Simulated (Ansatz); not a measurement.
Below is a relaxed structure of Au. The cell was found from a structure generator's guess, not taken from experiment.

Level of theory: DFT PBE, scalar-relativistic, plane waves, PAW in Ansatz 0.2.0. Cutoff 420 eV, Γ-centred mesh, Gaussian smearing, no spin polarisation.

```
Au
1.0
     2.74837    0.00000    0.00000
     0.00000    2.74837    0.00000
     0.00000    0.00000    2.74837
Au
1
Direct
  0.00000 0.00000 0.00000
```

Energies count from the standard state of Au at the same level.

Question: What space group does it have?

Answer: Pm-3m (No. 221), the simple cubic type. Conventional cell: a = 2.748 Å. Au has 6 Au at 2.75 Å.

Question: How far does it lie from the standard state of Au?

Answer: +0.20 eV/atom. It lies above the standard state, so it could only be metastable.

Question: Is it a metal?

Answer: Yes, bands cross the Fermi level on the 20×20×20 mesh.

The last run used a 20×20×20 mesh for its 1-atom cell and Gaussian smearing of 0.10 eV. Spin–orbit coupling, which can matter for Au, is left out. A structure relaxed within its symmetry needn't be a true minimum.
